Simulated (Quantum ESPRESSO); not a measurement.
## TiB2 under changes of volume

One of the cells (8.552 Å³/atom); the others are scaled copies at fixed shape and fractional positions:

```
Ti B
1.0
     3.02920    0.00000    0.00000
    -1.51460    2.62336    0.00000
     0.00000    0.00000    3.22840
Ti B
1 2
Direct
  0.00000 0.00000 0.00000
  0.66667 0.33333 0.50000
  0.33333 0.66667 0.50000
```

```yaml
Program: Quantum ESPRESSO 7.5
Functional: PBEsol
Potentials_or_basis: GBRV 1.5 PBEsol
Cutoff: 612 eV
Density_cutoff: 4898 eV
k_mesh: 10 × 10 × 8
Occupations: fermi-dirac, width 0.05 eV
Spin: no spin polarisation
```

| volume (Å³/atom) | energy over the lowest point (meV/atom) | pressure (GPa) |
| --- | --- | --- |
| 8.039 | ? | ? |
| 8.210 | 3.39 | 6.1 |
| 8.381 | 0.00 | 0.3 |
| 8.552 | 2.44 | -4.9 |
| 8.723 | 10.17 | -9.6 |
| 8.894 | 22.70 | -13.9 |
| 9.065 | 39.57 | -17.7 |

Question: What does the run at 8.039 Å³/atom give?

Answer: Energy over the lowest point 13.22 meV/atom; pressure 12.4 GPa.

Worked out: A Birch-Murnaghan fit of order 3 (a polynomial in V^(-2/3)) to the other rows has its minimum at 8.39 Å³/atom with B0 = V·E''(V) = 266 GPa and B' = 3.8 at fixed shape and positions, which overstates the stiffness. It gives 13.22 meV/atom at 8.039 Å³/atom, against the run's 13.22, and -dE/dV = 12.4 GPa, against 12.4.

Energies are extrapolated to zero smearing.
